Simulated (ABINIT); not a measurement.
# Al2Au (Fm-3m) in ABINIT: notebook

Aim: see how the results for Al2Au move with the level of theory and the settings. Levels: PBEsol, PBE. Tasks: single point, relaxation of cell and atoms.

All numbers are computed with ABINIT 10.8.3 (patched build); they aren't measurements. Logs are shortened: lines on timing, memory, paths and dates and some standing lists are left out, and cuts for length are marked. The log counts tension as positive stress, the text compression.

## (1) The crystal as given

Symmetry: Fm-3m, No. 225, cubic system. Conventional cell: a = 6.000 Å, b = 6.000 Å, c = 6.000 Å, α = 90.00°, β = 90.00°, γ = 90.00°. Au (site symmetry m-3m) has 8 Al at 2.60 Å as nearest neighbours. Around Al (site symmetry -43m) lie 4 Au at 2.60 Å.

## (2) Single point, PBEsol

run.abi reads:

```
# Pseudopotentials
pp_dirpath "./"
pseudos "Au.upf, Al.upf"

# Structure
acell 3*1.0
rprim
     0.0000000000     5.6691783739     5.6691783739
     5.6691783739     0.0000000000     5.6691783739
     5.6691783739     5.6691783739     0.0000000000
ntypat 2
znucl 79 13
natom 3
typat 1 2 2
xred
     0.0000000000     0.0000000000     0.0000000000
     0.7500000000     0.7500000000     0.7500000000
     0.2500000000     0.2500000000     0.2500000000

# Plane-wave basis
ecut 32.0

# k points
kptopt 1
ngkpt 6 6 6
nshiftk 1
shiftk 0.0 0.0 0.0

# Exchange and correlation
ixc -116133

# Bands and occupations
nband 17
occopt 3
tsmear 0.00183747

# SCF cycle
nstep 100
tolvrs 1.0e-10

# Output
iomode 3
prtwf 0
prteig 0
prtebands 0
enunit 2
prtvol 2
prtden 1
prtvha 1
prtvclmb 1
prtpot 1
prtelf 1
```

Potentials or basis: PseudoDojo NC SR PBEsol v0.4.1 standard.

Command:

```sh
abinit run.abi > log 2>&1
```

run.abo:

```text
.Version 10.8.3 of ABINIT
 Symmetries : space group Fm -3 m (#225); Bravais cF (face-center cubic)
================================================================================
 Values of the parameters that define the memory need of the present run
     intxc =       0    ionmov =       0      iscf =       7    lmnmax =       7
     lnmax =       7     mgfft =      45  mpssoang =       4    mqgrid =    3001
     natom =       3  nloc_mem =       1    nspden =       1   nspinor =       1
    nsppol =       1      nsym =      48    n1xccc =    2501    ntypat =       2
    occopt =       3   xclevel =       2
       mpw =        3173          nfft =       91125          nkpt =          16
================================================================================
================================================================================

--------------------------------------------------------------------------------
------------- Echo of variables that govern the present computation ------------
--------------------------------------------------------------------------------
 -outvars: echo values of preprocessed input variables --------
            acell      1.0000000000E+00  1.0000000000E+00  1.0000000000E+00 Bohr
              amu      1.96966540E+02  2.69815390E+01
             ecut      3.20000000E+01 Hartree
           enunit           2
              ixc     -116133
         kptrlatt        6    0    0      0    6    0      0    0    6
          kptrlen      4.81045737E+01
            natom           3
            nband          17
            ngfft          45      45      45
             nkpt          16
            nstep         100
             nsym          48
           ntypat           2
           occopt           3
        prtebands           0
           prteig           0
           prtelf           1
           prtpot           1
         prtvclmb           1
           prtvha           1
           prtvol           2
            prtwf           0
            rprim      0.0000000000E+00  5.6691783739E+00  5.6691783739E+00
                       5.6691783739E+00  0.0000000000E+00  5.6691783739E+00
                       5.6691783739E+00  5.6691783739E+00  0.0000000000E+00
          spgroup         225
           tolvrs      1.00000000E-10
           tsmear      1.83747000E-03 Hartree
            typat      1  2  2
           xangst      0.0000000000E+00  0.0000000000E+00  0.0000000000E+00
                       4.4999999970E+00  4.4999999970E+00  4.4999999970E+00
                       1.4999999990E+00  1.4999999990E+00  1.4999999990E+00
            xcart      0.0000000000E+00  0.0000000000E+00  0.0000000000E+00
                       8.5037675609E+00  8.5037675609E+00  8.5037675609E+00
                       2.8345891870E+00  2.8345891870E+00  2.8345891870E+00
             xred      0.0000000000E+00  0.0000000000E+00  0.0000000000E+00
                       7.5000000000E-01  7.5000000000E-01  7.5000000000E-01
                       2.5000000000E-01  2.5000000000E-01  2.5000000000E-01
            znucl       79.00000   13.00000

================================================================================

 chkinp: Checking input parameters for consistency.

================================================================================
== DATASET  1 ==================================================================

--- !DatasetInfo
iteration_state: {dtset: 1, }
dimensions: {natom: 3, nkpt: 16, mband: 17, nsppol: 1, nspinor: 1, nspden: 1, mpw: 3173, }
cutoff_energies: {ecut:  32.0, pawecutdg:  -1.0, }
electrons: {nelect:   2.50000000E+01, charge:   0.00000000E+00, occopt:   3.00000000E+00, tsmear:   1.83747000E-03, }
meta: {optdriver: 0, ionmov: 0, optcell: 0, iscf: 7, paral_kgb: 0, }
...

 Real(R)+Recip(G) space primitive vectors, cartesian coordinates (Bohr,Bohr^-1):
 R(1)=  0.0000000  5.6691784  5.6691784  G(1)= -0.0881962  0.0881962  0.0881962
 R(2)=  5.6691784  0.0000000  5.6691784  G(2)=  0.0881962 -0.0881962  0.0881962
 R(3)=  5.6691784  5.6691784  0.0000000  G(3)=  0.0881962  0.0881962 -0.0881962
 Unit cell volume ucvol=  3.6441006E+02 bohr^3
 Angles (23,13,12)=  6.00000000E+01  6.00000000E+01  6.00000000E+01 degrees

 getcut: wavevector=  0.0000  0.0000  0.0000  ngfft=  45  45  45
         ecut(hartree)=     32.000   => boxcut(ratio)=   2.15515

--- Pseudopotential description ------------------------------------------------
- pspini: atom type   1  psp file is ./Au.upf
12 -116133 3 -1 1340                          pspcod,pspxc,lmax,lloc,mmax
     nproj     2     2     2     1

- pspini: atom type   2  psp file is ./Al.upf
[... 142 lines left out ...]
  5.50E-15 2.01E-15 3.86E-15 7.30E-15 6.20E-15 6.49E-15 3.96E-15 9.42E-15
  6.22E-09
  -0.3333  0.3333  0.1667    1  3.21934E-11 kpt; spin; max resid(k); each band:
  4.45E-15 1.92E-15 1.86E-15 3.09E-15 6.79E-15 8.15E-15 7.49E-15 3.07E-15
  7.43E-15 5.09E-15 8.48E-15 6.62E-15 6.52E-15 4.79E-15 6.61E-15 2.37E-14
  3.22E-11
  -0.3333  0.5000  0.1667    1  5.32926E-14 kpt; spin; max resid(k); each band:
  4.37E-15 1.69E-15 1.94E-15 3.32E-15 8.47E-15 7.65E-15 8.14E-15 7.68E-15
  4.61E-16 6.08E-15 8.21E-15 6.98E-15 6.99E-15 6.91E-15 5.08E-15 3.48E-15
  5.33E-14
 reduced coordinates (array xred) for    3 atoms
       0.000000000000      0.000000000000      0.000000000000
       0.750000000000      0.750000000000      0.750000000000
       0.250000000000      0.250000000000      0.250000000000
 rms dE/dt=  1.6067E-30; max dE/dt=  3.1554E-30; dE/dt below (all hartree)
    1       0.000000000000      0.000000000000      0.000000000000
    2       0.000000000000     -0.000000000000     -0.000000000000
    3      -0.000000000000      0.000000000000      0.000000000000

 cartesian coordinates (angstrom) at end:
    1      0.00000000000000     0.00000000000000     0.00000000000000
    2      4.49999999696516     4.49999999696516     4.49999999696516
    3      1.49999999898839     1.49999999898839     1.49999999898839

 cartesian forces (hartree/bohr) at end:
    1     -0.00000000000000     0.00000000000000    -0.00000000000000
    2      0.00000000000000     0.00000000000000    -0.00000000000000
    3     -0.00000000000000    -0.00000000000000     0.00000000000000
 frms,max,avg= 2.5871215E-31 4.3290822E-31   0.000E+00  0.000E+00  0.000E+00 h/b

 cartesian forces (eV/Angstrom) at end:
    1     -0.00000000000000     0.00000000000000    -0.00000000000000
    2      0.00000000000000     0.00000000000000    -0.00000000000000
    3     -0.00000000000000    -0.00000000000000     0.00000000000000
 frms,max,avg= 1.3303513E-29 2.2261036E-29   0.000E+00  0.000E+00  0.000E+00 e/A
 length scales=  1.000000000000  1.000000000000  1.000000000000 bohr
              =  0.529177210544  0.529177210544  0.529177210544 angstroms
 Fermi (or HOMO) energy (hartree) =   0.31405   Average Vxc (hartree)=  -0.39480
 Eigenvalues (hartree) for nkpt=  16  k points:
 kpt#   1, nband= 17, wtk=  0.00463, kpt=  0.0000  0.0000  0.0000 (reduced coord)
  -3.62686   -1.83596   -1.83596   -1.83596   -0.07032    0.07562    0.07562    0.07562
   0.11111    0.11111    0.40099    0.42579    0.42579    0.42579    0.46230    0.46230
   0.46230
      occupation numbers for kpt#   1
   2.00000    2.00000    2.00000    2.00000    2.00000    2.00000    2.00000    2.00000
   2.00000    2.00000    0.00000    0.00000    0.00000    0.00000    0.00000    0.00000
   0.00000
 kpt#   2, nband= 17, wtk=  0.03704, kpt=  0.1667  0.0000  0.0000 (reduced coord)
  -3.62686   -1.83597   -1.83596   -1.83596   -0.05708    0.07167    0.07873    0.07873
   0.11063    0.11063    0.30568    0.38938    0.38938    0.41302    0.48995    0.48995
   0.50342
      occupation numbers for kpt#   2
   2.00000    2.00000    2.00000    2.00000    2.00000    2.00000    2.00000    2.00000
   2.00000    2.00000    1.97926    0.00000    0.00000    0.00000    0.00000    0.00000
   0.00000
 kpt#   3, nband= 17, wtk=  0.03704, kpt=  0.3333  0.0000  0.0000 (reduced coord)
[... 96 lines left out ...]
  -3.62688   -1.83600   -1.83599   -1.83597    0.03822    0.06231    0.08709    0.09871
   0.10145    0.11965    0.15111    0.20811    0.26455    0.43979    0.46398    0.52674
   0.55258
      occupation numbers for kpt#  15
   2.00000    2.00000    2.00000    2.00000    2.00000    2.00000    2.00000    2.00000
   2.00000    2.00000    2.00000    2.00000    2.00000    0.00000    0.00000    0.00000
   0.00000
 kpt#  16, nband= 17, wtk=  0.05556, kpt= -0.3333  0.5000  0.1667 (reduced coord)
  -3.62688   -1.83600   -1.83599   -1.83598    0.05393    0.06792    0.07085    0.10507
   0.10555    0.12728    0.14272    0.19971    0.23772    0.42134    0.45079    0.52303
   0.57959
      occupation numbers for kpt#  16
   2.00000    2.00000    2.00000    2.00000    2.00000    2.00000    2.00000    2.00000
   2.00000    2.00000    2.00000    2.00000    2.00000    0.00000    0.00000    0.00000
   0.00000
 Fermi (or HOMO) energy (eV) =   8.54583   Average Vxc (eV)= -10.74310
 Eigenvalues (   eV  ) for nkpt=  16  k points:
 kpt#   1, nband= 17, wtk=  0.00463, kpt=  0.0000  0.0000  0.0000 (reduced coord)
 -98.69196  -49.95906  -49.95906  -49.95906   -1.91360    2.05783    2.05783    2.05783
   3.02343    3.02343   10.91137   11.58642   11.58642   11.58642   12.57992   12.57992
  12.57992
 kpt#   2, nband= 17, wtk=  0.03704, kpt=  0.1667  0.0000  0.0000 (reduced coord)
 -98.69184  -49.95935  -49.95906  -49.95906   -1.55312    1.95027    2.14225    2.14225
   3.01041    3.01041    8.31791   10.59555   10.59555   11.23879   13.33212   13.33212
  13.69865
 kpt#   3, nband= 17, wtk=  0.03704, kpt=  0.3333  0.0000  0.0000 (reduced coord)
 -98.69238  -49.95997  -49.95928  -49.95928   -0.58908    1.83801    2.26944    2.26944
   3.06238    3.06238    5.10706    9.48452    9.48452   11.64005   12.70033   12.70033
  12.73937
 kpt#   4, nband= 17, wtk=  0.01852, kpt=  0.5000  0.0000  0.0000 (reduced coord)
 -98.69200  -49.96024  -49.95922  -49.95922    0.14038    2.18540    2.30104    2.30104
   3.14354    3.14354    3.19790    9.00744    9.00744   11.89898   12.25368   12.47005
  12.47005
 kpt#   5, nband= 17, wtk=  0.02778, kpt=  0.1667  0.1667  0.0000 (reduced coord)
[... 32 lines left out ...]
 -98.69186  -49.96026  -49.95943  -49.95943    1.35629    1.54903    2.42201    2.87207
   2.87207    3.33010    3.62334    6.53105    6.53105    9.94554   10.69574   16.30809
  18.44630
 kpt#  14, nband= 17, wtk=  0.11111, kpt=  0.5000  0.3333  0.1667 (reduced coord)
 -98.69207  -49.95997  -49.95955  -49.95933    0.30787    1.58492    2.33602    2.59816
   2.95110    3.16441    5.14965    6.13605    7.79886   11.74463   12.40299   13.31667
  15.73015
 kpt#  15, nband= 17, wtk=  0.11111, kpt= -0.3333  0.3333  0.1667 (reduced coord)
 -98.69230  -49.96007  -49.95976  -49.95941    1.04006    1.69546    2.36990    2.68617
   2.76057    3.25584    4.11195    5.66302    7.19873   11.96742   12.62556   14.33328
  15.03644
 kpt#  16, nband= 17, wtk=  0.05556, kpt= -0.3333  0.5000  0.1667 (reduced coord)
 -98.69236  -49.96015  -49.95972  -49.95952    1.46738    1.84823    1.92784    2.85920
   2.87230    3.46339    3.88354    5.43432    6.46876   11.46523   12.26650   14.23246
  15.77133
 Total charge density [el/Bohr^3]
)     Maximum=    1.6027E+00  at reduced coord.    0.0667    0.9333    0.9333
)Next maximum=    1.6027E+00  at reduced coord.    0.9333    0.0667    0.9333
)     Minimum=    1.9145E-03  at reduced coord.    0.2444    0.2444    0.2444
)Next minimum=    1.9145E-03  at reduced coord.    0.2667    0.2444    0.2444
   Integrated=    2.5000E+01

--- !EnergyTerms
iteration_state     : {dtset: 1, }
comment             : Components of total free energy in Hartree
kinetic             :  4.39090812513140E+01
hartree             :  4.61911209038386E+01
xc                  : -2.72809699832774E+01
Ewald energy        : -8.55555775116717E+01
psp_core            :  2.30437330946349E+00
local_psp           : -1.34946367158688E+02
non_local_psp       :  3.26688572180763E+00
internal            : -1.52111453467213E+02
'-kT*entropy'       : -3.83350148275177E-04
total_energy        : -1.52111836817362E+02
total_energy_eV     : -4.13917394422286E+03
band_energy         : -1.61812813397465E+01
...

 Cartesian components of stress tensor (hartree/bohr^3)
  sigma(1 1)=  1.57085439E-05  sigma(3 2)=  0.00000000E+00
  sigma(2 2)=  1.57085439E-05  sigma(3 1)=  0.00000000E+00
  sigma(3 3)=  1.57085439E-05  sigma(2 1)=  0.00000000E+00

-Cartesian components of stress tensor (GPa)         [Pressure= -4.6216E-01 GPa]
- sigma(1 1)=  4.62161318E-01  sigma(3 2)=  0.00000000E+00
- sigma(2 2)=  4.62161318E-01  sigma(3 1)=  0.00000000E+00
- sigma(3 3)=  4.62161318E-01  sigma(2 1)=  0.00000000E+00

== END DATASET(S) ==============================================================
================================================================================

 -outvars: echo values of variables after computation  --------
            acell      1.0000000000E+00  1.0000000000E+00  1.0000000000E+00 Bohr
           etotal     -1.5211183682E+02
            fcart     -3.0922015823E-32  3.0922015823E-32 -3.0922015823E-32
                       4.3290822153E-31  1.2368806329E-31 -3.0922015823E-31
                      -4.0198620570E-31 -1.5461007912E-31  3.4014217406E-31
            rprim      0.0000000000E+00  5.6691783739E+00  5.6691783739E+00
                       5.6691783739E+00  0.0000000000E+00  5.6691783739E+00
                       5.6691783739E+00  5.6691783739E+00  0.0000000000E+00
           strten      1.5708543903E-05  1.5708543903E-05  1.5708543903E-05
                       0.0000000000E+00  0.0000000000E+00  0.0000000000E+00
           xangst      0.0000000000E+00  0.0000000000E+00  0.0000000000E+00
                       4.4999999970E+00  4.4999999970E+00  4.4999999970E+00
                       1.4999999990E+00  1.4999999990E+00  1.4999999990E+00
             xred      0.0000000000E+00  0.0000000000E+00  0.0000000000E+00
                       7.5000000000E-01  7.5000000000E-01  7.5000000000E-01
                       2.5000000000E-01  2.5000000000E-01  2.5000000000E-01
 Calculation completed.
```

It took 33 s on 1 thread of Arm Neoverse V2, shared host; peak memory 0.09 GiB.

Results:

| Quantity | Value |
| --- | --- |
| Free energy | -4139.1739 eV |
| Pressure | -0.5 GPa |
| Band gap on the k mesh | none (metal or under the smearing width) |
| Valence electrons inside the program's atomic spheres | Au 15.55; Al 0.86 |

Caveat: the cutoff is short for stress, so the pressure is rough. The run has no spin-orbit coupling, so splittings on Au are missing.

## (3) Relaxation of cell and atoms, PBE

run.abi reads:

```
# Pseudopotentials
pp_dirpath "./"
pseudos "Au.GGA_PBE-JTH.xml, Al.GGA_PBE-JTH.xml"

# Structure
acell 8.0174289438 8.0174289438 8.0174289438
rprim
     0.0000000000     0.7071067812     0.7071067812
     0.7071067812     0.0000000000     0.7071067812
     0.7071067812     0.7071067812     0.0000000000
ntypat 2
znucl 79 13
natom 3
typat 1 2 2
chkprim 0
chksymtnons 0
tolsym 1.0e-6
xred
            0.0            0.0            0.0
            3/4            3/4            3/4
            1/4            1/4            1/4

# Plane-wave basis
ecut 20.0
pawecutdg 40.0
pawxcdev 0
ecutsm 0.5

# k points
kptopt 1
ngkpt 6 6 6
nshiftk 1
shiftk 0.0 0.0 0.0

# Exchange and correlation
ixc 11

# Bands and occupations
nband 13
occopt 3
tsmear 0.05 eV

# SCF cycle
nstep 80
tolvrs 1.0e-10

# Output
iomode 3
prteig 0
prtebands 0
prtwf 0
prtden 0

# Relaxation
ionmov 2
optcell 2
ntime 50
tolmxf 2.0e-5
dilatmx 1.08
```

Potentials or basis: JTH PAW PBE v2.0.

Command:

```sh
abinit run.abi > log 2>&1
```

Wall time 2.2 min (1 thread of Arm Neoverse V1, shared host); peak memory 0.14 GiB.

Results (log left out):

| Quantity | Value |
| --- | --- |
| Free energy | -1045.3167 eV |
| Relaxed volume | 18.54 Å³/atom |
| Relaxed cell | a = 4.285 Å, b = 4.285 Å, c = 4.285 Å, α = 60.00°, β = 60.00°, γ = 60.00° |
| Space group after relaxing (to 0.05 Å) | Fm-3m (No. 225) |
| Energy gained by relaxing | 5.5 meV/atom |
| Ionic steps | 4 |
| Pressure after relaxing | 0.0 GPa |
| Band gap on the k mesh | none (metal or under the smearing width) |

Step by step:
| step | energy change (eV) | largest force (eV/Å) | pressure (GPa) | volume (Å³) |
| --- | --- | --- | --- | --- |
| 1 | 0.0000 | 0.0000 | 3.32 | 54.00 |
| 2 | -0.0094 | 0.0000 | 2.14 | 54.55 |
| 3 | -0.0164 | 0.0000 | 0.10 | 55.58 |
| 4 | -0.0164 | 0.0000 | 0.00 | 55.63 |

Final structure:
```
Au Al
1.0
     0.00000    3.02989    3.02989
     3.02989    0.00000    3.02989
     3.02989    3.02989    0.00000
Au Al
1 2
Direct
  0.00000 0.00000 0.00000
  0.75000 0.75000 0.75000
  0.25000 0.25000 0.25000
```

Spin-orbit coupling is left out, which matters for the levels of Au. PBE usually gives volumes a little too large and moduli too small.

## (4) Single point, PBEsol

run.abi reads:

```
# Pseudopotentials
pp_dirpath "./"
pseudos "Au.upf, Al.upf"

# Structure
acell 3*1.0 Angstrom
rprim
     0.0000000000     3.0000000000     3.0000000000
     3.0000000000     0.0000000000     3.0000000000
     3.0000000000     3.0000000000     0.0000000000
ntypat 2
znucl 79 13
natom 3
typat 1 2 2
xcart
     0.0000000000     0.0000000000     0.0000000000
     8.5037675608     8.5037675608     8.5037675608
     2.8345891869     2.8345891869     2.8345891869

# Plane-wave basis
ecut 32.0

# k points
kptopt 1
ngkpt 6 6 6
nshiftk 1
shiftk 0.0 0.0 0.0

# Exchange and correlation
ixc -116133

# Bands and occupations
nband 17
occopt 3
tsmear 0.00183747

# SCF cycle
nstep 100
tolvrs 1.0e-10

# Output
iomode 3
prtwf 0
prtden 0
prteig 0
prtebands 0
enunit 2
prtvol 2
```

Potentials or basis: PseudoDojo NC SR PBEsol v0.4.1 standard.

Command:

```sh
abinit run.abi > log 2>&1
```

Run time: 29 s. Hardware: 1 thread of Intel Xeon Platinum 8488C (Sapphire Rapids), shared host; peak memory 0.09 GiB.

Results (log left out):

* Free energy: -4139.1739 eV
* Pressure: -0.5 GPa
* Band gap on the k mesh: none (metal or under the smearing width)
* Valence electrons inside the program's atomic spheres: Au 15.55; Al 0.86

Levels at points of the mesh, in eV from the Fermi level:
```
           k point  band 11  band 12  band 13  band 14  band 15  band 16
(0.00, 0.00, 0.00)     2.37     3.04     3.04     3.04     4.03     4.03
(0.50, 0.00, 0.00)    -5.35     0.46     0.46     3.35     3.71     3.92
(0.50, 0.50, 0.00)    -4.92    -2.01    -2.01     1.40     2.15     7.76
```

Caveat: the cutoff is short for stress, so the pressure is rough.
